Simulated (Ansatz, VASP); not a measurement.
**Zr: VASP beside Ansatz**

INCAR

```
PREC = Accurate ; ENCUT = 520
EDIFF = 1E-7 ; ISMEAR = 0
SIGMA = 0.01 ; LREAL = False
LASPH = True ; NELM = 80
ALGO = Normal ; ISIF = 2
LWAVE = False ; LCHARG = False
GGA = CA ; NBANDS = 19
```

The input KPOINTS:

```
regular mesh
0
Gamma
  12 12 6
```

POSCAR

```
Zr
1.0
    3.1439658570      0.0000000000      0.0000000000
   -1.5719829285      2.7227543008      0.0000000000
    0.0000000000      0.0000000000      5.0894642375
Zr
2
Direct
    0.3333333333      0.6666666667      0.2500000000
    0.6666666667      0.3333333333      0.7500000000
```

Input for Ansatz:

```yaml
crystal:
  lattice:
    - [3.143965857, 0.0, 0.0]
    - [-1.5719829285, 2.7227543008, 0.0]
    - [0.0, 0.0, 5.0894642375]
  atoms:
    - { symbol: Zr, position: [0.3333333333, 0.6666666667, 0.25] }
    - { symbol: Zr, position: [0.6666666667, 0.3333333333, 0.75] }
hamiltonian:
  xc: lda
  pseudopotentials:
    kind: paw
    azcp:
      Zr: "pseudopotentials/Zr.paw.azcp"
basis:
  ecutwfc: 420
  fft_grid_basis: typed
kpoints:
  mp_grid: { grid: [12, 12, 6], shift: [0, 0, 0] }
magnetization:
  spin_polarized: false
scf:
  occupations: { method: gaussian, width: 0.01 }
  lower_state_search: "off"
output:
  stress: true
```

Alike in both runs: task single point; functional LDA; k mesh 12 × 12 × 6; occupations gaussian, width 0.01 eV; no spin polarisation.

|  | VASP | Ansatz |
| --- | --- | --- |
| version | VASP 6.6.1 | Ansatz 0.2.0 |
| potentials or method | VASP PAW LDA potentials, release 64 (Zr_sv) | plane waves (420 eV) with PAW, scalar-relativistic |
| plane-wave cutoff (eV) | 520 | 420 |
| valence electrons in the cell | 24 | 24 |

Ansatz gave:

| Quantity | Value |
| --- | --- |
| pressure (GPa) | 0.0 |
| largest component of the traceless stress (GPa) | 0.50 |

**Question.** Which values does VASP return?

**Answer.** Pressure (GPa): 0.1; largest component of the traceless stress (GPa): 0.47.

Ansatz warned: «pseudo_functional_mismatch».
